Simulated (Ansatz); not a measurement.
# HfC (NiAs type): from the first guess to the electronic structure, part 2 of 2

Task: find the zero-pressure cell of HfC (NiAs type) and describe its electrons. This structure was made by substitution into a known type, so it needn't be the compound's stable form.

Ansatz 0.2.0; DFT PBEsol, scalar-relativistic, plane waves, PAW. The steps go on from the part before.

## 4. Bands and density of states at the final cell

Contents of input.yaml:

```yaml
crystal:
  lattice:
    - [3.2332086791, 0.0, 0.0]
    - [-1.6166043395, 2.8000408518, 0.0]
    - [0.0, 0.0, 5.7187526075]
  atoms:
    - { symbol: Hf, position: [0.0, 0.0, 0.0] }
    - { symbol: Hf, position: [0.0, 0.0, 0.5] }
    - { symbol: C, position: [0.3333333333, 0.6666666667, 0.25] }
    - { symbol: C, position: [0.6666666667, 0.3333333333, 0.75] }
basis:
  ecutwfc: 420
  ecutrho_ratio: 4
kpoints:
  mp_grid: { grid: [10, 10, 6] }
  band_path:
    path:
      - [[0.0, 0.0, 0.0], [0.5, 0.0, 0.0], [0.33333333, 0.33333333, 0.0], [0.0, 0.0, 0.0], [0.0, 0.0, 0.5], [0.5, 0.0, 0.5], [0.33333333, 0.33333333, 0.5], [0.0, 0.0, 0.5]]
      - [[0.5, 0.0, 0.5], [0.5, 0.0, 0.0]]
      - [[0.33333333, 0.33333333, 0.5], [0.33333333, 0.33333333, 0.0]]
    npoints: 14
hamiltonian:
  xc: pbesol
scf:
  occupations: { method: gaussian, width: 0.05 }
  n_extra_bands: 17
output:
  forces: true
  stress: true
  eigenvalues: true
  populations: true
  dos: { projected: true, de: 0.02, nscf_kmesh: { grid: [15, 15, 9] } }
  bader: false
  write_density: true
  write_potential: true
  elf: true
  volumetric_format: npy
```

Run with:

```
ansatz run input.yaml --threads 4 --pin off --max-ram 4096MiB --backend cpu --events-out ev --progress --plain --runs-dir out
```

The log of the run:

```text
Warning: RAYON_NUM_THREADS=4 ignored (pool sized by the plan → 4); use --threads N
scf.n_extra_bands = 17 over 30 filled bands (N_el = 60.0): the run solves 47 bands
Engine: ansatz 0.2.0, aarch64-unknown-linux-gnu
Pseudopotentials: kind: paw
Pseudopotential: Hf, paw, valence charge 26, recommended cutoff 420 eV (normal), Hf.paw.azcp
Pseudopotential: C, paw, valence charge 4, recommended cutoff 420 eV (normal), C.paw.azcp
Functional definition: PBEsol
  exchange = pbesol_x
  correlation = pbesol_c
Crystal: 4 atoms, lattice volume = 51.773 Å³
Basis set: ecut = 420 eV, 1015 PW (Γ), exchange–correlation on 48×48×80 points (8 copies of the dense FFT grid, shifted against one another)
Bands: 47, of which v1, the nominal top of the filled ones, is band 30 counted from 1 (29 counted from 0)
Symmetry: 24 space group operations
Space group: P63/mmc (ITA 194), of the structure as read, at distance tolerance 3.7e-5 Å
k-points: 56 of 600
Non-local potential: Hf, projectors of the file, l = 0: 3, l = 1: 2, l = 2: 2, l = 3: 3
Non-local potential: C, projectors of the file, l = 0: 2, l = 1: 2, l = 2: 1
PAW form: soft (Blöchl's): semilocal exchange-correlation on the pseudo side does not see the compensation charge
PAW frozen core: Hf, regenerated for the run's functional, and the local potential with it (the file was generated under x = pbe(κ = 0.804, μ = 0.2195149727645171), c = pbe(β = 0.06672455060314922))
PAW frozen core: C, regenerated for the run's functional, and the local potential with it (the file was generated under x = pbe(κ = 0.804, μ = 0.2195149727645171), c = pbe(β = 0.06672455060314922))
PAW one-centre angular grid: Hf, 590 points (default); XC on 64 Gauss nodes
PAW one-centre angular grid: C, 110 points (default); XC on 64 Gauss nodes
Initial density: superposition of atomic densities (neutral atoms: chi_scale 0, normalization atom), corrected by the library's trained network
Initial wavefunctions: pseudopotential atomic-orbital guess
Functional: x = pbesol(κ = 0.804, μ = 0.12345679012345678), c = pbesol(β = 0.046)
SCF iter   1: F=—  HF=-31691.200297 eV  |F-HF|=—  |Δ(HF+E_count)|=         —  Δρ=1.12e-2  dr2=9.32e-2  ethr=1.77e-3  ⟨swp⟩=5.0  Hψ=9285  notcnv=0  defer=170
preconditioner: auto → Kerker (q_TF=auto, 2.796 Å⁻¹)  [metal: Δε(μ)=0.006 eV  Ē_g=22.003 eV  σ=0.050 eV  W_gap=0.07  n_scr=22 (ndim 8)  ℏωp=38.6 eV  f_vac=0.000  D(μ)=1.42/eV (n_scr^D=4)]
SCF iter   2: F=—  HF=-31691.187608 eV  |F-HF|=—  |Δ(HF+E_count)|=   1.27e-2  Δρ=7.00e-3  dr2=3.80e-2  ethr=1.55e-4  ⟨swp⟩=1.2  Hψ=3108  notcnv=0  defer=411
SCF iter   3: F=—  HF=-31691.179803 eV  |F-HF|=—  |Δ(HF+E_count)|=   7.80e-3  Δρ=1.20e-3  dr2=8.48e-4  ethr=6.34e-5  ⟨swp⟩=2.4  Hψ=3228  notcnv=0  defer=411
SCF iter   4: F=—  HF=-31691.178780 eV  |F-HF|=—  |Δ(HF+E_count)|=   1.02e-3  Δρ=8.88e-4  dr2=3.41e-4  ethr=1.41e-6  ⟨swp⟩=2.1  Hψ=3751  notcnv=0  defer=411
SCF iter   5: F=—  HF=-31691.178749 eV  |F-HF|=—  |Δ(HF+E_count)|=   3.09e-5  Δρ=2.75e-4  dr2=3.47e-5  ethr=5.69e-7  ⟨swp⟩=2.0  Hψ=3720  notcnv=0  defer=411
SCF iter   6: F=—  HF=-31691.178756 eV  |F-HF|=—  |Δ(HF+E_count)|=   6.63e-6  Δρ=5.89e-5  dr2=1.77e-6  ethr=5.78e-8  ⟨swp⟩=2.1  Hψ=3706  notcnv=0  defer=411
SCF iter   7: F=—  HF=-31691.178756 eV  |F-HF|=—  |Δ(HF+E_count)|=   7.90e-8  Δρ=1.61e-5  dr2=1.72e-7  ethr=2.94e-9  ⟨swp⟩=2.7  Hψ=3705  notcnv=0  defer=411
SCF iter   8: F=-31691.178756 eV  HF=-31691.178756 eV  |F-HF|=8.95e-10  |Δ(HF+E_count)|=   1.16e-7  Δρ=3.51e-6  dr2=4.48e-9  ethr=1.67e-10  ⟨swp⟩=14.0  Hψ=20048  notcnv=0
SCF 1 converged in 8 iterations: F = -31691.178756 eV  dr2 = 4.48e-9
NSCF: frozen V_eff on 129 k-points
NSCF: frozen V_eff on 135 k-points
SCF converged after 8 iterations
Free energy (F): -31691.178756 eV
Harris-Foulkes:  -31691.178756 eV  (|F-HF|=8.95e-10)
Internal energy: -31691.177386 eV  (E = F + TS)
E sigma→0 (E₀):  -31691.178071 eV
Entropy (-TS):   -0.001370 eV (-0.343 meV/atom)
Fermi energy:    19.193757 eV
--- Per-component energies (eV) ---
  E_band       = 173.775509
  E_kinetic    = 1024.073174
  E_local      = -10332.756487  (includes V_loc(G=0)·N_el)
  E_nonlocal   = -2422.311103
  E_hartree    = 4867.044935
  E_xc         = -692.369771
  E_vxc        = -652.695912  (∫ρ·V_xc dr)
  E_paw        = -13805.727475  (= ΣΔE_a)
  E_vpaw       = 2823.371969  (= ΣTr[D̂ρ^β])
  E_aug_tail   = 0.000011  (compensation charges beyond the density's cutoff)
  E_ewald      = -10331.675054
  E_core_change = 2.544384  (= ΣΔE_core)
  E_smearing   = -0.001370  (= −TS)
  E_closure    = -0.000000  (closes the sum)
  Σ components = -31691.178756   (vs F -31691.178756, Δ=0.00e0)
--- Forces (eV/Å), atoms counted from 1 ---
  atom   1  Hf     0.00000000     0.00000000     0.00000000
  atom   2  Hf    -0.00000000    -0.00000000     0.00000000
  atom   3  C      0.00000000     0.00000000     0.00000000
  atom   4  C     -0.00000000    -0.00000000    -0.00000000
  max |Σ_I F_I| component: 1.16e-29 eV/Å
--- Stress (GPa, compression-positive) ---
       -0.004856       0.000000      -0.000000
        0.000000      -0.004856      -0.000000
       -0.000000      -0.000000       0.005091
  P = ⅓ Tr σ = -0.0015 GPa (-0.015 kbar)
--- Band table (eV; the first three rows and the last of 56) ---
  k-point 0: bands = ["-41.9202", "-41.8433", "-11.2547", "-10.4478", "-10.4478", "-10.3237", "-10.3237", "-10.0755", "7.2444", "8.0530", "8.1182", "8.1267", "8.1555", "8.1555", "8.1867", "8.1867", "8.2041", "8.2041", "8.2091", "8.2103", "8.2396", "8.2626", "8.2626", "10.7316", "13.2720", "16.8667", "16.8667", "17.9358", "20.0673", "20.6847", "20.6847", "21.2707", "21.2707", "21.3998", "21.3998", "25.6232", "25.6232", "25.9822", "26.2556", "27.0995", "28.8736", "28.8736", "32.7402", "32.9500", "32.9500", "33.2668", "35.3868"]
  k-point 1: bands = ["-41.9151", "-41.8485", "-11.1819", "-10.4396", "-10.4396", "-10.3321", "-10.3321", "-10.1616", "7.3990", "8.0553", "8.1218", "8.1308", "8.1590", "8.1590", "8.1910", "8.1910", "8.2010", "8.2010", "8.2092", "8.2102", "8.2317", "8.2567", "8.2567", "10.2773", "13.8088", "17.0002", "17.0002", "17.7714", "19.8537", "19.8537", "20.1850", "21.4137", "21.4137", "22.1940", "22.1940", "25.4111", "25.4111", "25.4773", "26.3069", "27.2619", "28.4886", "28.4886", "31.9448", "32.2304", "33.6002", "33.6002", "37.1398"]
  k-point 2: bands = ["-41.9011", "-41.8626", "-10.9790", "-10.4171", "-10.4171", "-10.3910", "-10.3550", "-10.3550", "7.8066", "8.0581", "8.1439", "8.1491", "8.1682", "8.1682", "8.1924", "8.1924", "8.2033", "8.2033", "8.2094", "8.2100", "8.2257", "8.2413", "8.2413", "9.4351", "14.8893", "17.1179", "17.3931", "17.3931", "18.8608", "18.8608", "20.8438", "21.8194", "21.8194", "22.7279", "22.7279", "23.8395", "25.4163", "25.4163", "27.0486", "27.5122", "27.5122", "27.5505", "30.8396", "31.0331", "35.2416", "35.2416", "39.6645"]
  k-point 55: bands = ["-41.8449", "-41.8449", "-10.8373", "-10.8373", "-10.7268", "-10.7268", "-10.5665", "-10.5665", "8.1189", "8.1189", "8.1445", "8.1445", "8.1804", "8.1804", "8.1882", "8.1882", "8.2024", "8.2024", "8.2051", "8.2051", "8.2232", "8.2232", "10.2226", "10.2226", "15.3998", "15.3998", "16.5422", "16.5422", "17.1958", "17.1958", "21.3027", "21.3027", "23.6642", "23.6642", "25.1337", "25.1337", "26.7479", "26.7479", "29.8431", "29.8431", "30.5022", "30.5022", "31.3078", "31.3078", "33.5737", "33.5737", "37.5935"]
--- Löwdin populations: 4 sites ---
  site symbol       q [e]
     0     Hf     25.2265
     1     Hf     25.2265
     2      C      4.7270
     3      C      4.7270
  spilling = 0.001550 (of n_electrons = 60.000000)
```

Wall time 12 s (4 threads of Arm Neoverse N1, shared host); peak memory 0.55 GiB.

Read off: volume 12.943 Å³/atom, pressure 0.00 GPa, metallic.

From the band file, the three levels under and over the Fermi level at the path's corners (eV, zero at the Fermi level):

| point | filled | empty |
| --- | --- | --- |
| Γ | -2.33 -2.33 -1.26 | 0.87 1.49 1.49 |
| M | -1.83 -1.16 -0.94 | 0.42 2.03 5.59 |
| K | -2.31 -2.31 -0.10 | 2.92 3.63 3.63 |
| A | -1.17 -1.17 -1.17 | 2.95 2.95 3.19 |
| L | -1.88 -1.36 -1.36 | 1.11 1.11 6.01 |
| H | -2.42 -2.31 -2.31 | 2.21 2.21 4.47 |

Bands that cross the Fermi level on the path (counted from 0), with the number of crossings: 28: 3, 29: 3, 30: 6.

The density of states, summed over windows 1 eV wide (Fermi level at zero):

| from | to | total | Hf 5d | C 2p |
| --- | --- | --- | --- | --- |
| -7 | -6 | 0.00 | 0.00 | 0.00 |
| -6 | -5 | 0.23 | 0.09 | 0.10 |
| -5 | -4 | 1.53 | 0.55 | 0.74 |
| -4 | -3 | 2.02 | 0.77 | 1.03 |
| -3 | -2 | 2.77 | 1.14 | 1.48 |
| -2 | -1 | 3.59 | 1.34 | 2.03 |
| -1 | 0 | 1.77 | 0.57 | 1.09 |
| 0 | 1 | 1.08 | 0.60 | 0.43 |
| 1 | 2 | 1.33 | 1.01 | 0.24 |
| 2 | 3 | 1.92 | 1.62 | 0.21 |
| 3 | 4 | 1.72 | 1.28 | 0.34 |
| 4 | 5 | 1.81 | 1.35 | 0.32 |
| 5 | 6 | 2.46 | 1.91 | 0.36 |

Below -7 eV the file holds 3.3 more states, down to its end at -10 eV.

Density in a lattice plane of the grid's cell (edges 3.23 and 5.72 Å, at 0.000 of the third edge), which holds Hf.

Ten even steps from ' ' (0.18 e/Å³) to '@' (35.50 e/Å³):
```
**++::                  ::++
::....                  ....
                            
                            
                            
                            
                            
::::..                  ..::
**++::                  ::++
@@##--..              ..--##
**++::                  ::++
::::..                  ..::
                            
                            
                            
                            
                            
::....                  ....
**++::                  ::++
@@##==..              ..==##
```
Columns run along the first of these edges and rows up along the second, over one cell in 14 and 20 even steps from the bottom left corner. Atoms in the plane (fractional): Hf at (0.00, 0.00), Hf at (0.00, 0.50).

ELF in the same plane.

Values, 12 rows by 6 columns:
```
0.82 0.66 0.15 0.36 0.15 0.66
0.33 0.18 0.40 0.65 0.40 0.18
0.18 0.30 0.63 0.71 0.63 0.30
0.34 0.19 0.40 0.65 0.40 0.19
0.83 0.67 0.14 0.36 0.14 0.67
0.77 0.82 0.18 0.20 0.18 0.82
0.83 0.67 0.14 0.36 0.14 0.67
0.34 0.19 0.40 0.65 0.40 0.19
0.18 0.30 0.63 0.71 0.63 0.30
0.33 0.18 0.40 0.65 0.40 0.18
0.82 0.66 0.15 0.36 0.15 0.66
0.76 0.83 0.18 0.19 0.18 0.83
```
Columns run along the first of these edges and rows up along the second, over one cell in 6 and 12 even steps from the bottom left corner. Atoms in the plane (fractional): Hf at (0.00, 0.00), Hf at (0.00, 0.50).

Both are smooth fields of the valence electrons: close to the nuclei they are not physical.

Maxima of ELF outside the ion cores: 0.82 in the shell around C, 0.7 Å from C; 0.81 beside C, off the lines to its neighbours, 0.8 Å from C.

ELF in the plane through atom 1 (Hf) and two of its nearest C neighbours, 7.2 Å on a side, that atom in the middle and its first bond to the right.

Values, 10 rows by 13 columns:
```
0.71 0.66 0.21 0.49 0.26 0.28 0.41 0.22 0.29 0.37 0.33 0.27 0.16
0.71 0.76 0.43 0.12 0.45 0.78 0.64 0.77 0.19 0.75 0.84 0.39 0.55
0.25 0.19 0.22 0.12 0.55 0.74 0.47 0.78 0.19 0.82 0.84 0.45 0.55
0.36 0.21 0.50 0.32 0.24 0.31 0.28 0.24 0.20 0.19 0.24 0.25 0.24
0.30 0.78 0.54 0.79 0.28 0.65 0.85 0.68 0.27 0.78 0.56 0.78 0.33
0.33 0.78 0.56 0.78 0.27 0.68 0.85 0.65 0.28 0.79 0.54 0.78 0.30
0.24 0.25 0.24 0.19 0.20 0.24 0.28 0.31 0.24 0.32 0.50 0.21 0.36
0.55 0.45 0.84 0.82 0.19 0.78 0.47 0.74 0.55 0.12 0.22 0.19 0.25
0.55 0.39 0.84 0.75 0.19 0.77 0.64 0.78 0.45 0.12 0.43 0.76 0.71
0.16 0.27 0.33 0.37 0.29 0.22 0.41 0.28 0.26 0.49 0.21 0.66 0.71
```
Atoms in the plane (Å from the middle): C (2.4, 0.0), Hf (2.2, 2.3), C (-0.1, 2.3), C (0.1, -2.3), Hf (0.0, 0.0), C (-2.4, 0.0), Hf (-2.2, -2.3).

## 5. Summary of results

What follows sums up all 2 parts. Changes of volume or cell count from the first structure of part 1.

| quantity | value |
| --- | --- |
| space group | P6_3/mmc (No. 194) |
| conventional cell | a = 3.233 Å, b = 3.233 Å, c = 5.719 Å, α = 90.00°, β = 90.00°, γ = 120.00° |
| volume | 12.943 Å³/atom |
| pressure | 0.00 GPa |
| gap | none (metal) |
| states at the Fermi level | about 1 per eV per cell |
| highest ELF outside the cores | 0.82, about 0.7 Å from C |

**Reading.** Over the one relaxation shown the cell moved from 12.13 to 12.94 Å³/atom, a change of +6.7 %, where the pressure is zero within 0.01 GPa. The shape changed strongly (edges by -6, -6, +20 %), so the end may no longer be the structure type named at the start. Bands cross the Fermi level, so it is a metal at this level; the largest share of the states at the Fermi level is C 2p (51 % of the projected weight, then Hf 5d with 46 %). Spin–orbit coupling is left out, though the cell holds Hf; in elements this heavy it can shift levels and gaps by tenths of an eV.
